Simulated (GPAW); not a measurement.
SnSe2:

```
Sn Se
1.0
     3.81100    0.00000    0.00000
    -1.90550    3.30042    0.00000
     0.00000    0.00000    6.13600
Sn Se
1 2
Direct
  0.00000 0.00000 0.00000
  0.66667 0.33333 0.75100
  0.33333 0.66667 0.24900
```

Program: GPAW 26.7.0. Alike in all runs: no spin polarisation; cell as given; smearing fermi-dirac 0.05 eV.

Problem. Order these runs on this cell by their band gap on the k mesh, lowest first.
A. level PBEsol; potentials or basis PAW data sets generated in the run's folder for this functional, pw; k mesh 7 × 7 × 4; cutoff (eV) 600; maxiter 150; band path GMKGALHA,LM,KH; band points 100; mesh quality not flagged
B. level BHandHLYP; potentials or basis GPAW PAW data sets (gpaw-data 1.2.1), pw; k mesh 4 × 4 × 2; cutoff (eV) 450; maxiter 60; mesh quality coarse
C. level TB-mBJ; potentials or basis GPAW PAW data sets for LDA (gpaw-data 1.2.1), pw; k mesh 8 × 8 × 4; cutoff (eV) 600; maxiter 150; mesh quality not flagged

Solution. A (0.74 eV), C (1.37 eV), B (3.81 eV).

Caveats: some runs use coarse meshes; spin-orbit coupling is left out, which moves the levels of the heavy elements; exact exchange converges slowly with the k mesh, and this mesh is small (some runs); a model potential gives levels but no total energy (some runs).

A k mesh can miss the band edges, odd and even meshes differently.

Runs at the PBE level aren't shown here.
